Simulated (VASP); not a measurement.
A run of VASP 6.6.1:

Contents of INCAR:

```
PREC = Accurate ; ENCUT = 520
EDIFF = 1E-6 ; ISMEAR = 0
SIGMA = 0.02 ; LREAL = Auto
LASPH = T ; NELM = 100
ALGO = Normal ; ISIF = 2
LWAVE = F ; LCHARG = F
GGA = PE ; NELECT = 94.0
NBANDS = 64
```

KPOINTS

```
Automatic mesh
0
Gamma
  2 2 2
```

POSCAR

```
Li15O8
1.0
    0.0000000000      4.6260507768      4.6260507768
    4.6260507768      0.0000000000      4.6260507768
    4.6260507768      4.6260507768      0.0000000000
Li O
15 8
Direct
    0.1472332520      0.1472332520      0.1027668141
    0.1250000331      0.1250000331      0.6249999491
    0.1472332520      0.6027667301      0.1027668141
    0.1472333601      0.6027666220      0.6472332762
    0.6027667301      0.1472332520      0.1027668141
    0.6027666220      0.1472333601      0.6472332762
    0.6249999491      0.6249999491      0.1250000331
    0.6027667301      0.6027667301      0.6472331681
    0.3779140317      0.3779140317      0.3720859504
    0.3779140317      0.8720858665      0.3720859504
    0.3779140317      0.8720858665      0.8779141639
    0.8720858665      0.3779140317      0.3720859504
    0.8720858665      0.3779140317      0.8779141639
    0.8750000152      0.8750000152      0.3749998830
    0.8720859745      0.8720859745      0.8779140558
    0.5053047649     -0.0159145465      0.0053048488
    0.4946355132      0.0017881343      0.5017882665
    0.5053048729      0.5053048729      0.0053047407
    0.5053048729      0.5053048729      0.4840854777
    0.0017881343      0.0017881343     -0.0053644029
    0.0017881343      0.0017881343      0.5017882665
   -0.0159145465      0.5053047649      0.0053048488
    0.0017881343      0.4946355132      0.5017882665
```

Potentials or basis: VASP PAW PBE potentials, release 64 (Li_sv, O).

The run is started by

```bash
$ cat potpaw_PBE.64/Li_sv/POTCAR potpaw_PBE.64/O/POTCAR > POTCAR
$ mpirun -np 1 vasp_std > vasp.out
```

Hardware: 1 thread of Intel(R) Xeon(R) Platinum 8259CL CPU @ 2.50GHz (Skylake/Cascade Lake) (shared host).

Question: Estimate the wall time of this run.

Answer: Run time: 120 s on 1 thread of Intel(R) Xeon(R) Platinum 8259CL CPU @ 2.50GHz (Skylake/Cascade Lake), on a shared host, peak memory 0.32 GiB. Counts: scf iterations 15, k points 3.
